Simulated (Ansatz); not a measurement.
VO2:

```xyz
6
Lattice="4.5072 0.0000 0.0000 0.0000 4.5072 0.0000 0.0000 0.0000 3.0444" Properties=species:S:1:pos:R:3 pbc="T T T"
V     2.2536    2.2536    1.5222
V     0.0000    0.0000    0.0000
O     0.9031    3.6041    1.5222
O     3.6041    0.9031    1.5222
O     3.1567    3.1567    0.0000
O     1.3505    1.3505    0.0000
```

The cell is a database's computed one.

```yaml
Program: Ansatz 0.2.0
Task: relaxation of cell and atoms
Functional: RPBE
Dispersion: D3(BJ)
Potentials_or_basis: Ansatz PAW
Cutoff: "420 eV (not typed: the program's choice for these potentials)"
k_mesh: 6 × 6 × 9
Occupations: fermi-dirac, width 0.05 eV
Spin: collinear spin, ferromagnetic start
Starting_moments: "[2.0, 2.0, 0.0, 0.0, 0.0, 0.0] μB"
```

At the start: volume 10.31 Å³/atom.

Problem. Where does the relaxation end?

Solution. It ends after 9 steps and the volume is 9.38 Å³/atom (-9.0 %); space group P4_2/mnm (No. 136, to 0.05 Å); moment 2.00 μB per cell.

Step by step:
```csv
step,energy change (eV),largest force (eV/Å),volume (Å³)
1,0.0000,0.2236,61.85
2,-0.5092,0.3814,58.32
3,-0.6043,0.0243,55.55
4,-0.6268,0.0209,56.30
5,-0.6267,0.0007,56.35
6,-0.6266,0.0003,56.36
7,-0.6137,0.0007,56.36
8,-0.6143,0.0001,56.27
9,-0.6138,0.0001,56.27
```

Final structure:
```xyz
6
Lattice="4.4831 0.0000 0.0000 0.0000 4.4831 0.0000 0.0000 0.0000 2.7995" Properties=species:S:1:pos:R:3 pbc="T T T"
V     2.2416    2.2416    1.3998
V     0.0000    0.0000    0.0000
O     0.9068    3.5763    1.3998
O     3.5763    0.9068    1.3998
O     3.1484    3.1484    0.0000
O     1.3348    1.3348    0.0000
```

Caveat: the plane-wave basis is chosen anew once the cell has moved, so the energies of steps on either side of that aren't comparable; the pressure holds a Pulay correction of +0.8 GPa for the finite cutoff; the PAW data sets come from PBE, with cores solved anew for the run's functional, which leaves a small shift of forces and pressure.
